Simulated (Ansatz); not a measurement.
Ni in Ansatz, settings compared

Input:

```yaml
crystal:
  lattice:
    - [0.0, 1.793832, 1.793832]
    - [1.793832, 0.0, 1.793832]
    - [1.793832, 1.793832, 0.0]
  atoms:
    - { symbol: Ni, position: [0.0, 0.0, 0.0] }
  symmetry: { tolerance: 0.0003 }
kpoints:
  mp_grid: { grid: [8, 8, 8], shift: [0, 0, 0] }
magnetization:
  spin_polarized: false
scf:
  occupations: { method: cold, width: 0.041 }
hamiltonian:
  pseudopotentials: { kind: paw }
  xc: pbe
basis:
  ecutwfc: 420
output:
  forces: true
  stress: true
  eigenvalues: true
  write_density: true
  write_potential: true
  elf: true
  volumetric_format: npy
```

The command:

```bash
ansatz run input.yaml --threads 1 --pin off --max-ram 2560MiB --backend cpu --events-out ev --progress --plain --runs-dir out
```

Origin of the cell: a known structure type with other elements, at an estimated volume, so it need not be a known compound.

Output of this run (shortened):

```
Pseudopotentials: kind: paw
Pseudopotential: Ni, paw, valence charge 18, recommended cutoff 420 eV (normal), Ni.paw.azcp
Functional definition: PBE
  exchange = pbe_x(kappa = kappa, mu = beta*pi^2/3)
  correlation = pbe_c(beta = beta)
Crystal: 1 atoms, lattice volume = 11.545 Å³
Basis set: ecut = 420 eV, 229 PW (Γ), exchange–correlation on 36×36×36 points (8 copies of the dense FFT grid, shifted against one another)
Bands: 13, of which v1, the nominal top of the filled ones, is band 9 counted from 1 (8 counted from 0)
Symmetry: 48 space group operations
Space group: Fm-3m (ITA 225), of the structure as read, at distance tolerance 6.8e-4 Å
k-points: 29 of 512
Initial density: superposition of atomic densities (neutral atoms: chi_scale 0, normalization atom), corrected by the library's trained network
Functional: x = pbe(κ = 0.804, μ = 0.219515), c = pbe(β = 0.066725)
SCF iter   1: F=—  HF=-5839.606870 eV  Δρ=6.32e-3  dr2=2.53e-3
SCF iter   2: F=—  HF=-5839.606488 eV  S|Δr|=    0.00e0  Δρ=1.22e-3  dr2=7.94e-5
SCF iter   3: F=—  HF=-5839.606497 eV  S|Δr|=    0.00e0  Δρ=2.47e-4  dr2=1.65e-6
SCF iter   4: F=—  HF=-5839.606501 eV  S|Δr|=    0.00e0  Δρ=5.88e-5  dr2=2.12e-7
SCF iter   5: F=-5839.606501 eV  HF=-5839.606501 eV  S|Δr|=    0.00e0  Δρ=1.11e-5  dr2=7.61e-9
SCF 1 converged in 5 iterations: F = -5839.606501 eV  dr2 = 7.61e-9
SCF converged after 5 iterations
Stability not checked: this state was not tested for a lower state beside it, because cold or Methfessel-Paxton smearing, or corrected tetrahedra, fill the levels in a way that the test cannot read (fill_not_monotonic; […]
Free energy (F): -5839.606501 eV
Harris-Foulkes:  -5839.606501 eV  (|F-HF|=8.67e-9)
Internal energy: -5839.604942 eV  (E = F + TS)
E sigma→0 (E₀):  -5839.605982 eV
Entropy (-TS):   -0.001559 eV (-1.559 meV/atom)
Fermi energy:    16.659619 eV
--- Per-component energies (eV) ---
  E_band       = -305.374737
  E_kinetic    = 281.146022
  E_local      = -3534.975802  (includes V_loc(G=0)·N_el)
  E_nonlocal   = 636.329524
  E_hartree    = 1473.545097
  E_xc         = -84.189070
  E_vxc        = -108.519355  (∫ρ·V_xc dr)
  E_paw        = -1630.328394  (= ΣΔE_a)
  E_vpaw       = -526.439066  (= ΣTr[D̂ρ^β])
  E_aug_tail   = 0.000509  (compensation charges beyond the density's cutoff)
  E_ewald      = -2981.132828
  E_smearing   = -0.001559  (= −TS)
  Σ components = -5839.606501   (vs F -5839.606501, Δ=0.00e0)
--- Forces (eV/Å), atoms counted from 1 ---
  atom   1  Ni    -0.000000     0.000000     0.000000
  max |Σ_I F_I| component: 0.0 eV/Å
--- Stress (GPa, compression-positive) ---
      -11.093562       0.000000       0.000000
       -0.000000     -11.093562       0.000000
       -0.000000       0.000000     -11.093562
  P = ⅓ Tr σ = -11.0936 GPa (-110.936 kbar)
```

The same input was run again with these changes:

1. `kpoints.mp_grid.grid` [8, 8, 8] → [4, 4, 4]
2. `kpoints.mp_grid.grid` [8, 8, 8] → [3, 3, 3]
3. `hamiltonian.xc` pbe → revpbe; `scf.mixing.preconditioner` default → local_kerker
4. `kpoints.mp_grid.grid` [8, 8, 8] → [1, 1, 1]; `scf.max_iter` default → 100

```tsv
run	end	SCF iterations	P (GPa)	max force component (eV/Å)	moment (μB)	ΔE(σ→0) (meV/atom)
base	converged	5	-11.09	0.000	–	0
1	converged	9	-14.02	0.000	–	-62.02
2	converged	6	-5.13	0.000	–	297.53
3	converged	6	-7.42	0.000	–	–
4	converged	6	-58.69	0.000	–	-8601.45
```

Energies are compared only where functional, datasets, charge and starting cell are the same.

Not properties of the system: run 1 (too coarse or loose: `kpoints.mp_grid.grid` = [4, 4, 4]), run 2 (too coarse or loose: `kpoints.mp_grid.grid` = [3, 3, 3]), run 4 (one k-point for a small cell).

Caveats of the base run: no spin polarisation, so a magnetic state may lie lower; the k mesh is coarse if the cell is a metal.

Run 3: forces of this functional can be a tenth off on datasets made under PBE.
